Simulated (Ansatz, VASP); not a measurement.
# One calculation of BiH4, two programs

File INCAR:

```
SYSTEM = BiH4
PREC = Accurate
ENCUT = 520
EDIFF = 1E-7
ISMEAR = 0
SIGMA = 0.1
LREAL = .FALSE.
LASPH = .TRUE.
NELM = 100
ALGO = Normal
ISIF = 2
LWAVE = .FALSE.
LCHARG = .TRUE.
GGA = PE
LELF = .TRUE.
LVHAR = .TRUE.
NBANDS = 18
```

File KPOINTS:

```
Automatic mesh
0
G
  6 6 6
  0 0 0
```

File POSCAR:

```
BiH4
1.0
   -2.4541138000      2.4541138000      2.4541138000
    2.4541138000     -2.4541138000      2.4541138000
    2.4541138000      2.4541138000     -2.4541138000
Bi H
1 4
Direct
    0.0000000000      0.0000000000      0.0000000000
    0.5000000000      0.5000000000      0.5000000000
    0.5000000000      0.0000000000      0.0000000000
    0.0000000000      0.0000000000      0.5000000000
    0.0000000000      0.5000000000      0.0000000000
```

Input for Ansatz:

```yaml
crystal:
  lattice:
    - [-2.4541138, 2.4541138, 2.4541138]
    - [2.4541138, -2.4541138, 2.4541138]
    - [2.4541138, 2.4541138, -2.4541138]
  atoms:
    - { symbol: Bi, position: [0.0, 0.0, 0.0] }
    - { symbol: H, position: [0.5, 0.5, 0.5] }
    - { symbol: H, position: [0.5, 0.0, 0.0] }
    - { symbol: H, position: [0.0, 0.0, 0.5] }
    - { symbol: H, position: [0.0, 0.5, 0.0] }
basis:
  ecutwfc: 420
kpoints:
  mp_grid: { grid: [6, 6, 6] }
hamiltonian:
  xc: pbe
scf:
  occupations: { method: gaussian, width: 0.1 }
  lower_state_search: "off"
output:
  forces: true
  stress: true
  eigenvalues: true
```

Change from the starting cell: species swapped into the Hg4Pt type (Im-3m, No. 229).

Alike in both runs: task single point; functional PBE; k mesh 6 × 6 × 6; occupations gaussian, width 0.1 eV; no spin polarisation.

|  | VASP | Ansatz |
| --- | --- | --- |
| version | VASP 6.6.1 | Ansatz 0.2.0 |
| potentials or method | VASP PAW PBE potentials, release 64 (Bi_d, H) | scalar-relativistic, plane waves, PAW |
| plane-wave cutoff (eV) | 520 | 420 |
| valence electrons in the cell | 19 | 19 |

VASP gave:

* gap on the k mesh at the Fermi level (eV): none
* pressure (GPa): 0.0

Question: Estimate Ansatz's values.

Answer: gap on the k mesh at the Fermi level (eV): none; pressure (GPa): 0.1.

A gap of «none» marks a metal or a gap that the smearing closes. The functional is the same, so the differences come from potentials, cutoffs and numerics.

Caveats: spin-orbit coupling is left out, which moves the levels of the heavy elements.
